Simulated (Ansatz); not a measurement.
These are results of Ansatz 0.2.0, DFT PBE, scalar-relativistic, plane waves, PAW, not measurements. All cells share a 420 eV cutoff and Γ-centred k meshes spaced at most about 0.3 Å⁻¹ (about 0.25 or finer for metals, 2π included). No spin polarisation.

Energies over the elements count from the elements' standard structures at the same level (O₂ as a molecule), with no fitted energy shifts.

All energies are static (0 K, no zero-point motion). Only the structures computed here compete, so a lower one can exist. The cell is a metal run without spin; a magnetic state may lie lower.

A search for La₅O gave 5 distinct relaxed structures. Coordination counts La atoms around O (those within 1.25 times the shortest such distance or 1.15 times the sum of covalent radii, 1.27 where that leaves under three; a plus sign parts nearer from farther groups; the shortest distance is added where it exceeds 1.18 times the sum of covalent radii). Cells relaxed within their symmetry can be saddle points.

Task: What is the best candidate for La₅O?

Result: The one with space group P-62m (No. 189), reached from: SrMg5 type (P-62m). It has a = 7.787 Å, c = 3.502 Å, 30.7 Å³/atom, no gap on the mesh. La on a site of symmetry m2m has 2 O at 2.63 Å and 8 La at 3.41–3.50 Å; La on a site of symmetry -6 is surrounded by 8 La at 3.44–3.50 Å, 3 La at 4.50 Å and 3 O at 4.50 Å; O has 6 La at 2.63 Å. Its energy over the elements is −0.40 eV/atom. A negative formation energy is needed for stability but isn't enough: competing phases decide. An observed structure of this formula, if there is one, may be missing.

```cif
data_structure
_symmetry_space_group_name_H-M 'P-62m'
_symmetry_Int_Tables_number 189
_cell_length_a 7.7869
_cell_length_b 7.7869
_cell_length_c 3.5023
_cell_angle_alpha 90.000
_cell_angle_beta 90.000
_cell_angle_gamma 120.000
_cell_volume 183.91
loop_
_atom_site_label
_atom_site_type_symbol
_atom_site_symmetry_multiplicity
_atom_site_Wyckoff_symbol
_atom_site_fract_x
_atom_site_fract_y
_atom_site_fract_z
_atom_site_occupancy
La1 La 3 f 0.74744 0.00000 0.00000 1
La2 La 2 d 0.66667 0.33333 0.50000 1
O1 O 1 b 0.00000 0.00000 0.50000 1
```

Task: How much higher is the P6/mmm structure with 34.2 Å³/atom and coordination O 6+12 from 3.6 Å (reached from: PrCo5 type (P6/mmm))?

Result: 1.09 eV/atom. It has no gap on its mesh.

Task: How much higher is the I4/mmm structure with 39.9 Å³/atom and coordination O 2 (reached from: random cell)?

Result: 240 meV/atom. It has no gap on its mesh.
